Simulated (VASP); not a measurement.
# C₄N₂H₄: relaxation of the atoms

C₄N₂H₄, molecule in box, 10 atoms in the cell. PBE; PAW potentials C, N, H (PBE set).

## Input

INCAR:
```
SYSTEM = H2C2N
  GGA = PE
  PREC = Accurate
  ENCUT = 500
  EDIFF = 1E-6
  ISMEAR = 0
  SIGMA = 0.02
  LREAL = .False.
  LASPH = .True.
  ALGO = Normal
  NELM = 100
  IBRION = 2
  NSW = 80
  EDIFFG = -0.01
  ISIF = 2
  NCORE = 2
  LWAVE = .False.
  LCHARG = .False.
```

KPOINTS:
```
k-points
0
Gamma
  1 1 1
```

POSCAR:
```
H2C2N
1.0
   11.0000000000      0.0000000000      0.0000000000
    0.0000000000     13.0000000000      0.0000000000
    0.0000000000      0.0000000000      9.0000000000
C N H
4 2 4
Direct
    0.4370360000      0.5878390000      0.5000000000
    0.5629640000      0.5878390000      0.5000000000
    0.5629640000      0.4121610000      0.5000000000
    0.4370360000      0.4121610000      0.5000000000
    0.6288930000      0.5000000000      0.5000000000
    0.3711070000      0.5000000000      0.5000000000
    0.3855110000      0.6589030000      0.4999990000
    0.6144890000      0.6589030000      0.5000010000
    0.6144890000      0.3410970000      0.5000000000
    0.3855110000      0.3410970000      0.5000000000
```

Commands:
```
cat potpaw_PBE.64/C/POTCAR potpaw_PBE.64/N/POTCAR potpaw_PBE.64/H/POTCAR > POTCAR
mpirun -np 4 vasp_gam > vasp.out
```

## Result

- Ionic steps: 11
- SCF steps in all: 88

Ionic steps:

| Step | Energy (eV) | Largest force (eV/A) | SCF steps |
|---|---|---|---|
| 1 | -66.33643 | 0.9120 | 23 |
| 2 | -66.07155 | 3.3917 | 16 |
| 3 | -66.36071 | 0.1188 | 16 |
| 4 | -66.35791 | 0.4071 | 5 |
| 5 | -66.36130 | 0.0539 | 5 |
| 6 | -66.36167 | 0.0266 | 4 |
| 7 | -66.36168 | 0.0372 | 4 |
| 8 | -66.36171 | 0.0345 | 5 |
| 9 | -66.36172 | 0.0224 | 3 |
| 10 | -66.36173 | 0.0220 | 4 |
| 11 | -66.36175 | 0.0065 | 3 |

VASP 6.6.1 took 70 s on 4 cores (AMD EPYC 9R45 (Zen 5)), a shared host.
